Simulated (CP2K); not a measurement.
Crystal: MgS.

```xyz
2
Lattice="4.0066 0.0000 0.0000 2.0033 3.4698 0.0000 2.0033 1.1566 3.2714" Properties=species:S:1:pos:R:3 pbc="T T T"
S     2.0033    1.1566    0.8179
Mg    0.0000    0.0000    0.0000
```

The cell comes from a database or a generator and needn't be the stable form of this composition.

Base run:

- Program: CP2K 2026.2
- Functional: PBE
- Potentials or basis: all electrons (GAPW); pob-TZVP-rev2 basis
- Density cutoff: 6803 eV
- k mesh: 8 × 8 × 8
- Occupations: fermi-dirac, width 0.05 eV
- Spin: no spin polarisation

Its results: band gap on the k mesh 5.04 eV, direct; pressure 0.8 GPa.

Q: The run is repeated on the same cell with these changes: potentials or basis from all electrons (GAPW); pob-TZVP-rev2 basis to all electrons (GAPW); pob-DZVP-rev2 basis; basis sets from S pob-TZVP-rev2, Mg pob-TZVP-rev2 to S pob-DZVP-rev2, Mg pob-DZVP-rev2. What comes out?

A: Band gap on the k mesh 4.57 eV, indirect (least direct gap 4.69 eV); pressure 0.5 GPa.

Caveats: the basis of atomic orbitals isn't converged, which shifts pressures, moduli and gaps.

A k mesh can miss the band edges.
